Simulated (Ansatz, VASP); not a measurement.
## One calculation of BaS, two programs

The input INCAR:

```
ALGO = Normal
EDIFF = 1E-7
ENCUT = 520
GGA = PS
ISIF = 2
ISMEAR = 0
LASPH = True
LCHARG = False
LREAL = False
LWAVE = False
NBANDS = 15
NELM = 80
PREC = Accurate
SIGMA = 0.05
```

Contents of KPOINTS:

```
k-points
0
Gamma
  8 8 8
```

The input POSCAR:

```
BaS
1.0
    0.0000000000      3.1663007200      3.0238171876
    3.1663007200      0.0000000000      3.0238171876
    3.1663007200      3.1663007200      0.0000000000
Ba S
1 1
Direct
    0.0000000000      0.0000000000      0.0000000000
    0.5000000000      0.5000000000      0.5000000000
```

Input for Ansatz:

```yaml
crystal:
  lattice:
    - [0.0, 3.16630072, 3.0238171876]
    - [3.16630072, 0.0, 3.0238171876]
    - [3.16630072, 3.16630072, 0.0]
  atoms:
    - { symbol: Ba, position: [0.0, 0.0, 0.0] }
    - { symbol: S, position: [0.5, 0.5, 0.5] }
basis:
  ecutwfc: 420
kpoints:
  mp_grid: { grid: [8, 8, 8] }
hamiltonian:
  xc: pbesol
scf:
  occupations: { method: gaussian, width: 0.05 }
output:
  forces: true
  stress: true
  eigenvalues: true
```

Change from the starting cell: strain -0.0450 x Voigt [0, 0, 1, 0, 0, 0], atoms carried along.

Alike in both runs: task single point; functional PBEsol; k mesh 8 × 8 × 8; occupations gaussian, width 0.05 eV; no spin polarisation.

|  | VASP | Ansatz |
| --- | --- | --- |
| version | VASP 6.6.1 | Ansatz 0.2.0 |
| potentials or method | VASP PAW PBE potentials, release 64 (Ba_sv, S) | scalar-relativistic, plane waves, PAW |
| plane-wave cutoff (eV) | 520 | 420 |
| valence electrons in the cell | 16 | 16 |

```tsv
	VASP	Ansatz	Ansatz less VASP
gap on the k mesh at the Fermi level (eV)	1.66	1.78	+0.128
least direct gap on the mesh (eV)	1.77	1.85	+0.084
pressure (GPa)	3.5	2.7	-0.83
largest component of the traceless stress (GPa)	3.98	3.65	-0.338
```

The functional is the same, so the differences come from potentials, cutoffs and numerics.

Caveats: the PAW data sets were made with another functional, which shifts forces and pressure a little (VASP); spin-orbit coupling is left out, which moves the levels of the heavy elements. A k mesh can miss the band edges.
